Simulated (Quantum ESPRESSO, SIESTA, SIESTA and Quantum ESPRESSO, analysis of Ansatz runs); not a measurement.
## Levels of V_Li in LiF (Fm-3m), rung by rung (SIESTA and Quantum ESPRESSO)

Question: at which Fermi levels does V_Li in LiF (Fm-3m) change its charge, and how much of the answer depends on the basis, the mesh and the program? The model is a cell of 54 host atoms with 1 Li taken out.

Program: SIESTA and Quantum ESPRESSO. Level of theory: SIESTA numerical-orbital DFT, PBEsol, DZP basis, PseudoDojo 0.4.1 potentials converted to PSML; charged supercells in a uniform background, point-charge correction with alignment at far sites. Results are calculated unless marked as measured.

### Step 1. Set-up

The cell holds 53 atoms: 26 Li and 27 F. Cell: a = 8.473 Å, b = 8.473 Å, c = 8.473 Å, α = 59.9°, β = 59.9°, γ = 59.9°. It derives from LiF (space group Fm-3m). Nearest the centre at fractional (0.667, 0.667, 0.333): F46 at 2.00 Å, F34 at 2.00 Å, F50 at 2.00 Å, F28 at 2.00 Å, F32 at 2.00 Å, F44 at 2.00 Å, Li35 at 2.82 Å, Li47 at 2.82 Å.

As a file:

```
CELL_PARAMETERS angstrom
0.00541 5.99097 5.99097
5.99097 0.00541 5.99097
5.99097 5.99097 0.00541
ATOMIC_POSITIONS crystal
Li 0.00000 0.00000 0.00000
F 0.16667 0.16667 0.16667
Li 0.00000 0.00000 0.33333
F 0.16667 0.16667 0.50000
Li 0.00000 0.00000 0.66667
F 0.16667 0.16667 0.83333
Li 0.00000 0.33333 0.00000
F 0.16667 0.50000 0.16667
Li 0.00000 0.33333 0.33333
F 0.16667 0.50000 0.50000
Li 0.00000 0.33333 0.66667
F 0.16667 0.50000 0.83333
Li 0.00000 0.66667 0.00000
F 0.16667 0.83333 0.16667
Li 0.00000 0.66667 0.33333
F 0.16667 0.83333 0.50000
Li 0.00000 0.66667 0.66667
F 0.16667 0.83333 0.83333
Li 0.33333 0.00000 0.00000
F 0.50000 0.16667 0.16667
Li 0.33333 0.00000 0.33333
F 0.50000 0.16667 0.50000
Li 0.33333 0.00000 0.66667
F 0.50000 0.16667 0.83333
Li 0.33333 0.33333 0.00000
F 0.50000 0.50000 0.16667
Li 0.33333 0.33333 0.33333
F 0.50000 0.50000 0.50000
Li 0.33333 0.33333 0.66667
F 0.50000 0.50000 0.83333
Li 0.33333 0.66667 0.00000
F 0.50000 0.83333 0.16667
Li 0.33333 0.66667 0.33333
F 0.50000 0.83333 0.50000
Li 0.33333 0.66667 0.66667
F 0.50000 0.83333 0.83333
Li 0.66667 0.00000 0.00000
F 0.83333 0.16667 0.16667
Li 0.66667 0.00000 0.33333
F 0.83333 0.16667 0.50000
Li 0.66667 0.00000 0.66667
F 0.83333 0.16667 0.83333
Li 0.66667 0.33333 0.00000
F 0.83333 0.50000 0.16667
Li 0.66667 0.33333 0.33333
F 0.83333 0.50000 0.50000
Li 0.66667 0.33333 0.66667
F 0.83333 0.50000 0.83333
Li 0.66667 0.66667 0.00000
F 0.83333 0.83333 0.16667
F 0.83333 0.83333 0.50000
Li 0.66667 0.66667 0.66667
F 0.83333 0.83333 0.83333
```

The host's dielectric constants go in as inputs: 2.08 for the electrons alone, 9.41 with the ions, from a response run on this crystal (DFPT, PBEsol, Quantum ESPRESSO) at that run's own cell.

The cell's shortest repeat is 8.5 Å.

The primitive cell was relaxed at this level beforehand, to 15.91 Å³.

The defect-free supercell was relaxed beforehand, from displaced atoms: they ended at most 0.01 Å from the sites they started about, so the symmetric structure holds.

### Step 2. Band edges

Levels are counted from the valence top, which comes from the unit cell, dense mesh; the energy of the host comes from the defect-free supercell at the defects' own k-points, so that the host's part of the sampling error cancels.

host.fdf reads:

```
SystemName                      LiF
SystemLabel                     host
NumberOfSpecies                 2
NumberOfAtoms                   2
%block ChemicalSpeciesLabel
  1    3 Li
  2    9 F
%endblock ChemicalSpeciesLabel
LatticeConstant                 1.0 Ang
%block LatticeVectors
     0.001805000     1.996990000     1.996990000
     1.996990000     0.001805000     1.996990000
     1.996990000     1.996990000     0.001805000
%endblock LatticeVectors
AtomicCoordinatesFormat         Fractional
%block AtomicCoordinatesAndAtomicSpecies
     0.000000000     0.000000000     0.000000000  1
     0.499999625     0.499999625     0.499999625  2
%endblock AtomicCoordinatesAndAtomicSpecies
%block kgrid.MonkhorstPack
   14   0   0  0.00
    0  14   0  0.00
    0   0  14  0.00
%endblock kgrid.MonkhorstPack
XC.Functional                   GGA
XC.Authors                      PBEsol
PAO.BasisSize                   DZP
PAO.EnergyShift                 0.005 Ry
Mesh.Cutoff                     300 Ry
%block PAO.PolarizationScheme
  Li non-perturbative
%endblock PAO.PolarizationScheme
OccupationFunction              FD
ElectronicTemperature           0.01 eV
MaxSCFIterations                150
SCF.MustConverge                true
SCF.Mixer.Method                Pulay
SCF.Mixer.Weight                0.2
SCF.Mixer.History               10
SCF.DM.Tolerance                1.0e-4
SCF.H.Tolerance                 1.0e-3 eV
WriteForces                     true
Charge.Mulliken                 end
```

Command:

```bash
$ OMP_NUM_THREADS=1 siesta host.fdf > host.out
```

What it wrote:

```text
Version         : 5.4.2

                           ***********************
                           *  WELCOME TO SIESTA  *
                           ***********************

[...]
reinit: Reading from file host.fdf

reinit: -----------------------------------------------------------------------
reinit: System Name: LiF
reinit: -----------------------------------------------------------------------
reinit: System Label: host
reinit: -----------------------------------------------------------------------

initatom: Reading input for the pseudopotentials and atomic orbitals ----------
Species number:   1 Atomic number:    3 Label: Li
Species number:   2 Atomic number:    9 Label: F

[... pseudopotential checks and orbital generation ...]

prinput: Basis input

PAO.BasisType split

%block ChemicalSpeciesLabel
    1    3 Li                      # Species index, atomic number, species label
    2    9 F                       # Species index, atomic number, species label
%endblock ChemicalSpeciesLabel

%block PAO.Basis                 # Define Basis set
# WARNING: This information might be incomplete!
[...]
(Free)E + p*V (eV/cell)     -866.3147
Target enthalpy (eV/cell)     -866.3045
[...]
siesta: Final energy (eV):
siesta:  Band Struct. =    -266.793544
siesta:       Kinetic =     585.898473
siesta:       Hartree =     222.394365
siesta:         Exch. =    -181.825111
siesta:         Corr. =     -12.380846
siesta:   Exch.-corr. =    -194.205957
siesta:  Ion-electron =   -1069.731995
siesta:       Ion-ion =    -410.659384
siesta:         Total =    -866.304498
siesta:         Fermi =     -10.002826
[...]
siesta: Stress tensor (static) (eV/Ang**3):
siesta:     0.000638    0.000244    0.000244
siesta:     0.000244    0.000638    0.000244
siesta:     0.000244    0.000244    0.000638
[...]
siesta: Cell volume =         15.906274 Ang**3
[...]
siesta: Pressure (static):
siesta:                Solid            Molecule  Units
siesta:          -0.00000695         -0.00000696  Ry/Bohr**3
siesta:          -0.00063831         -0.00063875  eV/Ang**3
siesta:          -1.02268603         -1.02339718  kBar
[...]
mulliken: Qtot =       10.000

Mulliken Atomic Populations:
Atom #   charge [q] valence [e]  Species
     1     0.505882    2.494118  Li
     2    -0.505882    7.505882  F
 Total    -0.000000

Job completed
```

Wall time 30 s (1 MPI rank of Arm Neoverse V2, shared host); peak memory 0.21 GiB.

The gap at this level is 9.10 eV.

Test of the sampling: at one point at (¼, ¼, ¼) the host's energy lies under 1 meV an atom above its value on the primitive cell's dense mesh, close enough for the relaxations.

[end of part 1 of 6]

[Logs are printed without paths, hosts, clocks, repeated set-up lines and the standing remarks that a program may print on its own settings, such as how far it seeks lower states.]

[Hosts, paths, dates, database ids (printed as entryN), source tags and the programs' standing remarks are cut or masked in the printed files.]

[For some hosts the program warned that the k-mesh of the response run may be too coarse for force constants and the static dielectric constant; such warnings are not shown here.]

[Charge tables in the logs are Mulliken or Hirshfeld populations, whose sizes and signs can differ; where basis functions stand at a vacancy, SIESTA counts their charge against the missing atom's valence.]

[In relaxation paths of CP2K, step 0 can be the structure after the first move, since the trajectory file begins there, and the last row can be the final structure solved once more.]
